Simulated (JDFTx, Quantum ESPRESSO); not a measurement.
## One calculation of SnTe, 3 ways

```
CELL_PARAMETERS angstrom
0.00000 3.15085 3.15085
3.15085 0.00000 3.15085
3.15085 3.15085 0.00000
ATOMIC_POSITIONS crystal
Te 0.50000 0.50000 0.50000
Sn 0.00000 0.00000 0.00000
```

Alike in all runs: task single point; functional PBEsol; k mesh 7 × 7 × 7; occupations fermi-dirac, width 0.05 eV; no spin polarisation; no spin-orbit coupling. Pressure is positive in compression and, in plane waves, holds the error of the finite cutoff.

```csv
program and potentials,plane-wave cutoff (eV),notes,pressure (GPa)
"JDFTx, PseudoDojo-SR-PBEsol-0.4.1-standard",1088,15 valence electrons an atom on average,-0.33
"Quantum ESPRESSO, GBRV 1.5 PBEsol",925,10 valence electrons an atom on average,-0.63
"JDFTx, PseudoDojo-SR-PBEsol-0.4.1-standard with smoothed tails",1088,15 valence electrons an atom on average,?
```

Q: Estimate from the other rows what the run with JDFTx, PseudoDojo-SR-PBEsol-0.4.1-standard with smoothed tails gave.

A: Pressure -0.32 GPa. The other rows, which needn't bracket it: pressure -0.63 to -0.33.
